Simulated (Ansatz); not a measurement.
# SnTe (Fm-3m) in Ansatz: further runs

The runs below take SnTe through band structure, single point, equation of state, with HSE06.

Everything below comes from runs of Ansatz 0.2.0. Logs are shortened: lines on timing, memory, paths and dates and some standing lists are left out, and cuts for length are marked.

**The experiment to reproduce.**

From a printed reference work, textbook, for a bulk crystal of SnTe at 300 K: band gap 0.18 eV (direct).

The runs below are set against these values where they give the same quantity.

### Step 1. The crystal as given

Symmetry: Fm-3m, No. 225, cubic system. Conventional cell: a = 6.302 Å, b = 6.302 Å, c = 6.302 Å, α = 90.00°, β = 90.00°, γ = 90.00°. Te (site symmetry m-3m) has 6 Sn at 3.15 Å as nearest neighbours. Sn (site symmetry m-3m) is surrounded by 6 Te at 3.15 Å.

### Step 2. Band structure, HSE06

Input file input:

```
crystal:
  lattice:
    - [0.0, 3.15085, 3.15085]
    - [3.15085, 0.0, 3.15085]
    - [3.15085, 3.15085, 0.0]
  atoms:
    - { symbol: Te, position: [0.5, 0.5, 0.5] }
    - { symbol: Sn, position: [0.0, 0.0, 0.0] }
hamiltonian:
  xc: hse06
  pseudopotentials: { kind: paw }
kpoints:
  mp_grid: { grid: [6, 6, 6] }
  band_path:
    path:
      - [[0.0, 0.0, 0.0], [0.5, 0.0, 0.5], [0.5, 0.25, 0.75], [0.375, 0.375, 0.75], [0.0, 0.0, 0.0], [0.5, 0.5, 0.5], [0.625, 0.25, 0.625], [0.5, 0.25, 0.75], [0.5, 0.5, 0.5], [0.375, 0.375, 0.75]]
      - [[0.625, 0.25, 0.625], [0.5, 0.0, 0.5]]
    npoints: 4
scf:
  occupations: { method: fermi_dirac, width: 0.05 }
  n_extra_bands: 6
output:
  forces: true
  stress: true
  eigenvalues: true
  fatbands: false
```

Potentials or basis: Ansatz PAW.

Standard output:

```text
Warning: output.stress: scf.convergence.dr2_threshold = 1e-7 eV (the SCF's general default) is looser than the 2e-10 eV advised for a printed stress (1e-10 eV for each atom of the cell: 2). What an SCF threshold leaves in a stress goes as its square root, and in the free energy as the threshold itself, and one threshold admits the most on a small cell: of the crystals measured, under no hybrid functional and no lock of the moments, on runs that ended without the residual-converged pass, on stresses that held no estimate of that error, the worst erred by over 100 MPa in a component at 1e-7 eV an atom and by under 5 at 1e-10. Set scf.convergence.dr2_threshold to 2e-10 eV or tighter. The threshold is an SCF's pass mark: one that does not reach it within its budget of iterations ends unconverged, or closes short of it on a stop that the run arms, and scf.convergence.dr2_threshold's page says what that costs each kind of run
Warning: output.stress: scf.exx.energy_threshold = 1e-6 eV is looser than the 2e-8 eV advised for a stress under a hybrid functional (1e-8 eV for each atom of the cell: 2). Every SCF of the exchange loop can meet its threshold on dr2 while the loop round them stops early: no threshold on dr2 bounds what that leaves in the stress. Set scf.exx.energy_threshold to 2e-8 eV or tighter. The threshold is the loop's pass mark: a loop that does not reach it within its budget of cycles ends unconverged, and scf.exx.energy_threshold's page has the law
scf.n_extra_bands = 6 over 15 filled bands (N_el = 30.0): the run solves 21 bands
GPUs: using 1 of 1 available (devices: 1).
Engine: ansatz 0.2.0, x86_64-unknown-linux-gnu
Pseudopotentials: kind: paw
Pseudopotential: Te, paw, valence charge 16, recommended cutoff 420 eV (normal), Te.paw.azcp
Pseudopotential: Sn, paw, valence charge 14, recommended cutoff 420 eV (normal), Sn.paw.azcp
Functional definition: HSE06
  parameter a = 0.25
  parameter omega = 0.11/bohr
  exchange = pbe_x - a*pbe_x_sr(omega) + a*exact_x_sr(omega)
  correlation = pbe_c
device memory: the entry about to start is reckoned to put 0.6 GiB on a device that reports 54.2 GiB free (of which the cap on the GPU budget leaves the run 18.0 GiB)
GPU FFT provider: cuFFT
GPU libraries: cuBLAS 13.8.2, cuFFT 12.4.0, cuSOLVER 12.3.4
Crystal: 2 atoms, lattice volume = 62.562 Å³
Basis set: ecut = 420 eV, 1243 PW (Γ), exchange–correlation on 60×60×60 points (8 copies of the dense FFT grid, shifted against one another)
Bands: 21, of which v1, the nominal top of the filled ones, is band 15 counted from 1 (14 counted from 0)
Symmetry: 48 space group operations
Space group: Fm-3m (ITA 225), of the structure as read, at distance tolerance 4.0e-5 Å
k-points: 16 of 216
Non-local potential: Te, projectors of the file, l = 0: 2, l = 1: 2, l = 2: 2, l = 3: 2
Non-local potential: Sn, projectors of the file, l = 0: 2, l = 1: 2, l = 2: 2, l = 3: 2
PAW form: soft (Blöchl's): semilocal exchange-correlation on the pseudo side does not see the compensation charge
PAW frozen core: Te, regenerated for the run's functional, and the local potential with it (the file was generated under x = pbe(κ = 0.804, μ = 0.2195149727645171), c = pbe(β = 0.06672455060314922))
PAW frozen core: Sn, regenerated for the run's functional, and the local potential with it (the file was generated under x = pbe(κ = 0.804, μ = 0.2195149727645171), c = pbe(β = 0.06672455060314922))
PAW one-centre angular grid: Te, 590 points (default); XC on 64 Gauss nodes
PAW one-centre angular grid: Sn, 590 points (default); XC on 64 Gauss nodes
Initial density: superposition of atomic densities (neutral atoms: chi_scale 0, normalization atom), corrected by the library's trained network
Initial wavefunctions: pseudopotential atomic-orbital guess
GPU buffer pool allocated for 27000 grid points (all kernels)
GPU transforms: local potential and band sums: pruned to the plane-wave sphere, on 30×30×30
[... 43 lines left out ...]
SCF iter   4: F=—  HF=-13013.224807 eV  |F-HF|=—  |Δ(HF+E_count)|=   5.23e-7  Δρ=6.71e-6  dr2=4.37e-8  ethr=1.50e-10  ⟨swp⟩=4.9  Hψ=1019  notcnv=0  defer=1
SCF iter   5: F=-13013.224807 eV  HF=-13013.224807 eV  |F-HF|=6.84e-10  |Δ(HF+E_count)|=   1.13e-8  Δρ=1.53e-6  dr2=1.68e-9  ethr=1.09e-10  ⟨swp⟩=3.0  Hψ=612  notcnv=0
SCF 3 converged in 5 iterations: F = -13013.224807 eV  dr2 = 1.68e-9
  Residual-converged pass: ⟨swp⟩=3.2  Hψ=678  notcnv=0  max |occ|·‖R‖ = 2.4e-6 eV (tolerance 2.4e-6 eV)  dr2=1.61e-9  dr2_onsite=1.23e-10  max |Δocc| = 1.2e-11
hybrid outer 2: dexx = +4.860e-7 eV, tail = 1.29e-8 eV, Δε = 4.42e-3 eV (about 1.23e-4 eV left of the loop's levels)
device memory: the entry about to start is reckoned to put 0.5 GiB on a device that reports 52.5 GiB free (of which the cap on the GPU budget leaves the run 18.0 GiB)
NSCF: frozen V_eff on 42 k-points, pencils in batches of 32, up to order 96
hybrid SCF converged: 2 outer / 11 inner (+8 warm-up), last move |dexx| = 4.86e-7 eV, tail = 1.29e-8 eV
Stability not checked: this state was not tested for a lower state beside it, because the functional holds exact exchange (a hybrid, or Hartree-Fock), whose exchange loop this test does not read (fock_operator; see scf.lower_state_search)
Free energy (F): -13013.224807 eV
Frozen-core exchange: fock
Harris-Foulkes:  -13013.224807 eV  (|F-HF|=6.84e-10)
Internal energy: -13013.222768 eV  (E = F + TS)
E sigma→0 (E₀):  -13013.223787 eV
Entropy (-TS):   -0.002039 eV (-1.019 meV/atom)
Fermi energy:    9.769321 eV
--- Per-component energies (eV) ---
  E_band       = -413.339899
  E_kinetic    = 365.161413
  E_local      = -2149.622509  (includes V_loc(G=0)·N_el)
  E_nonlocal   = -345.461665
  E_hartree    = 1354.562536
  E_xc         = -401.502274
  E_vxc        = -161.468646  (∫ρ·V_xc dr)
  E_exx        = -81.298356  (= α·E_x^exact, valence–valence)
  E_paw        = -8829.649391  (= ΣΔE_a)
  E_vpaw       = -668.477354  (= ΣTr[D̂ρ^β])
  E_aug_tail   = -0.000163  (compensation charges beyond the density's cutoff)
  E_ewald      = -2925.490525
  E_core_change = 0.078164  (= ΣΔE_core)
  E_smearing   = -0.002039  (= −TS)
  E_closure    = 0.000001  (closes the sum)
  Σ components = -13013.224807   (vs F -13013.224807, Δ=0.00e0)
--- Forces (eV/Å), atoms counted from 1 ---
  atom   1  Te    -0.00000000     0.00000000    -0.00000000
  atom   2  Sn     0.00000000    -0.00000000    -0.00000000
  max |Σ_I F_I| component: 1.76e-28 eV/Å
--- Stress (GPa, compression-positive) ---
        1.337218      -0.000000       0.000000
        0.000000       1.337218       0.000000
        0.000000      -0.000000       1.337218
  P = ⅓ Tr σ = 1.3372 GPa (13.372 kbar)
--- Band table (eV; the first three rows and the last of 16) ---
  k-point 0: bands = ["-30.1207", "-30.1207", "-30.1118", "-30.1118", "-30.1118", "-14.7106", "-14.7106", "-14.6968", "-14.6968", "-14.6968", "-4.6853", "4.5782", "7.0611", "7.0611", "7.0611", "13.4709", "13.4709", "13.4709", "14.7705", "14.7705", "14.7705"]
  k-point 1: bands = ["-30.1206", "-30.1206", "-30.1117", "-30.1116", "-30.1116", "-14.7122", "-14.7122", "-14.6965", "-14.6954", "-14.6954", "-4.4242", "3.1974", "7.1093", "7.1093", "8.0250", "12.2680", "12.2680", "12.3402", "14.7783", "15.3755", "15.3755"]
  k-point 2: bands = ["-30.1204", "-30.1204", "-30.1115", "-30.1113", "-30.1113", "-14.7158", "-14.7158", "-14.6959", "-14.6921", "-14.6921", "-3.7389", "1.2356", "7.2750", "7.2750", "8.9945", "10.7693", "10.7693", "10.8480", "15.9759", "17.0129", "17.0129"]
  k-point 15: bands = ["-30.1208", "-30.1201", "-30.1117", "-30.1108", "-30.1104", "-14.7268", "-14.7102", "-14.6972", "-14.6899", "-14.6861", "-2.7935", "1.5790", "3.6336", "4.6159", "7.4241", "12.0574", "13.3850", "15.6794", "15.8350", "17.5496", "20.5527"]
```

bands.tsv:

```text
# k_distance	band_0	band_1	band_2	band_3	band_4	band_5	band_6	band_7	band_8	band_9	band_10	band_11	band_12	band_13	band_14	band_15	band_16	band_17	band_18	band_19	band_20
# fermi_ev = 9.769319
[... 58 lines left out ...]
6.224080	-39.890260	-39.889395	-39.881309	-39.879760	-39.879741	-24.498998	-24.476656	-24.468974	-24.456182	-24.455792	-12.614183	-7.748114	-6.414696	-4.335756	-4.057358	2.666556	4.659182	4.936238	6.728200	9.930332	10.308472
6.312209	-39.890317	-39.889386	-39.881406	-39.879703	-39.879702	-24.500033	-24.475619	-24.469736	-24.455604	-24.455505	-12.632391	-7.442912	-6.499681	-4.442970	-4.359510	2.349904	5.196879	5.282348	6.923778	9.898559	10.631462
6.400337	-39.890335	-39.889384	-39.881445	-39.879689	-39.879689	-24.500392	-24.475258	-24.470001	-24.455409	-24.455409	-12.639603	-7.319647	-6.528149	-4.478956	-4.478956	2.239661	5.415402	5.415402	6.991797	9.638610	11.098724
```

Wall time 90 s (1 × NVIDIA H100 80GB HBM3 with 2 threads of AMD EPYC 7R13 (Zen 3), shared host); peak memory 2.9 GiB.

Results:

| Property | Result |
| --- | --- |
| Free energy | -13013.2248 eV |
| Pressure | 1.3 GPa |
| Band gap on the k mesh | 0.12 eV, direct |
| Band gap along the path | 0.12 eV, direct |

Levels at the corners of the path, in eV from the valence-band top:
| point | band 11 | band 12 | band 13 | band 14 | band 15 | band 16 | band 17 | band 18 | band 19 | band 20 |
| --- | --- | --- | --- | --- | --- | --- | --- | --- | --- | --- |
| Γ | -14.40 | -5.13 | -2.65 | -2.65 | -2.65 | 3.76 | 3.76 | 3.76 | 5.06 | 5.06 |
| X | -12.58 | -7.26 | -6.47 | -4.42 | -4.42 | 2.30 | 5.47 | 5.47 | 7.05 | 9.70 |
| W | -12.48 | -8.34 | -5.63 | -5.63 | -1.13 | 0.99 | 4.98 | 4.98 | 6.64 | 6.64 |
| K | -12.54 | -8.41 | -6.02 | -3.86 | -3.17 | 3.33 | 3.37 | 4.54 | 6.12 | 8.64 |
| Γ | -14.40 | -5.13 | -2.65 | -2.65 | -2.65 | 3.76 | 3.76 | 3.76 | 5.06 | 5.06 |
| L | -12.93 | -9.47 | -2.30 | -2.30 | 0.00 | 0.12 | 0.42 | 0.42 | 8.27 | 9.39 |
| U | -12.54 | -8.41 | -6.02 | -3.86 | -3.17 | 3.33 | 3.37 | 4.54 | 6.12 | 8.64 |
| W | -12.48 | -8.34 | -5.63 | -5.63 | -1.13 | 0.99 | 4.98 | 4.98 | 6.64 | 6.64 |
| L | -12.93 | -9.47 | -2.30 | -2.30 | 0.00 | 0.12 | 0.42 | 0.42 | 8.27 | 9.39 |
| K | -12.54 | -8.41 | -6.02 | -3.86 | -3.17 | 3.33 | 3.37 | 4.54 | 6.12 | 8.64 |
| U | -12.54 | -8.41 | -6.02 | -3.86 | -3.17 | 3.33 | 3.37 | 4.54 | 6.12 | 8.64 |
| X | -12.58 | -7.26 | -6.47 | -4.42 | -4.42 | 2.30 | 5.47 | 5.47 | 7.05 | 9.70 |

Caveat: spin-orbit coupling is left out, which moves the levels of the heavy elements; the PAW data sets come from PBE, with cores solved anew for the run's functional, which leaves a small shift of forces and pressure; the thresholds are loose for stress.

[end of part 1 of 2]
